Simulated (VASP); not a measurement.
Runs of VASP 6.6.1 on BP. The structure is cubic, space group F-43m (No. 216). Conventional cell: a = 4.538 Å, b = 4.538 Å, c = 4.538 Å, α = 90.00°, β = 90.00°, γ = 90.00°. B (site symmetry -43m) is surrounded by 4 P at 1.97 Å. P (site symmetry -43m) has 4 B at 1.97 Å as nearest neighbours. 

```tsv
task	cell	gap on the mesh (eV)	pressure (GPa)
relaxation of cell and atoms	relaxed	1.12	0.0
relaxation of the atoms	atoms relaxed from: a relaxed cell with its volume scaled by 0.94	(b)	11.8
relaxation of the atoms	atoms relaxed from: a relaxed cell with its volume scaled by 0.98	1.09	3.6
relaxation of the atoms	atoms relaxed from: a relaxed cell with its volume scaled by 1.04	(a)	-6.2
relaxation of the atoms	atoms relaxed	1.12	0.0
relaxation of the atoms	atoms relaxed from: a relaxed cell with its volume scaled by 1.02	1.14	-3.2
relaxation of the atoms	atoms relaxed from: a relaxed cell with its volume scaled by 1.06	1.19	-8.8
```

Alike in all rows: level PBEsol; potentials or basis VASP PAW PBE potentials, release 64 (B, P); no spin polarisation; k mesh 10 × 10 × 10; cutoff (eV) 600; smearing gaussian 0.03 eV.

Task: Estimate the missing entries.

Result: (a) 1.17; (b) 1.03.

Caveats: the PAW data sets were made with another functional, which shifts forces and pressure a little; the relaxation stopped at its first step, so nothing moved (some runs).

A k mesh can miss the band edges.
